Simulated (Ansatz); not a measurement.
Something may be wrong with this Ansatz 0.2.0 calculation of Ni3Ge.

The input input.yaml:

```yaml
crystal:
  lattice:
    - [3.5303341067, 0.0, 0.0]
    - [0.0, 3.5303341067, 0.0]
    - [0.0, 0.0, 3.5303341067]
  atoms:
    - { symbol: Ge, position: [0.0, 0.0, 0.0] }
    - { symbol: Ni, position: [0.5, 0.5, 0.0], spin: 1.0 }
    - { symbol: Ni, position: [0.0, 0.5, 0.5], spin: 1.0 }
    - { symbol: Ni, position: [0.5, 0.0, 0.5], spin: 1.0 }
hamiltonian:
  xc: pbesol
  pseudopotentials: { kind: paw }
  hubbard: { sites: [{ species: Ge, l: f, u_eff: 30.0 }] }
magnetization:
  spin_polarized: true
kpoints:
  mp_grid: { grid: [8, 8, 8] }
  band_path:
    path:
      - [[0.0, 0.0, 0.0], [0.0, 0.5, 0.0], [0.5, 0.5, 0.0], [0.0, 0.0, 0.0], [0.5, 0.5, 0.5], [0.0, 0.5, 0.0]]
      - [[0.5, 0.5, 0.0], [0.5, 0.5, 0.5]]
    npoints: 14
scf:
  occupations: { method: fermi_dirac, width: 0.05 }
  n_extra_bands: 10
  max_iter: 100
output:
  forces: true
  stress: true
  eigenvalues: true
  fatbands: false
```

Potentials or basis: Ansatz PAW.

Command:

```sh
$ ansatz run input.yaml --threads 2 --pin off --max-ram 5632MiB --backend cpu --events-out ev --progress --plain --runs-dir out
```

Output:

```text
Error: inconsistent input (hamiltonian.hubbard.sites[].l, hamiltonian.hubbard.sites[].shell): the file of Ge doesn't list 4f, and it can't be added: PBE doesn't bind the shell 4f of the free atom, whose level lies at +1.07 eV. Type an atom or ion with it (hamiltonian.pseudopotentials.projection_atoms), take another file or name another shell
```

**Question.** How did it end, and where is the flaw?

**Answer.** The program refused the input. The input holds a flaw that was put in on purpose: a U on a shell that isn't there (hamiltonian.hubbard = {"sites": [{"species": "Ge", "l": "f", "u_eff": 30.0}]}).

A sound run on the same cell differs in these lines of the main input:
```diff
@@ -14 +13,0 @@
-  hubbard: { sites: [{ species: Ge, l: f, u_eff: 30.0 }] }
@@ -27 +25,0 @@
-  max_iter: 100
@@ -32 +30 @@
-  fatbands: false
+  fatbands: true
```
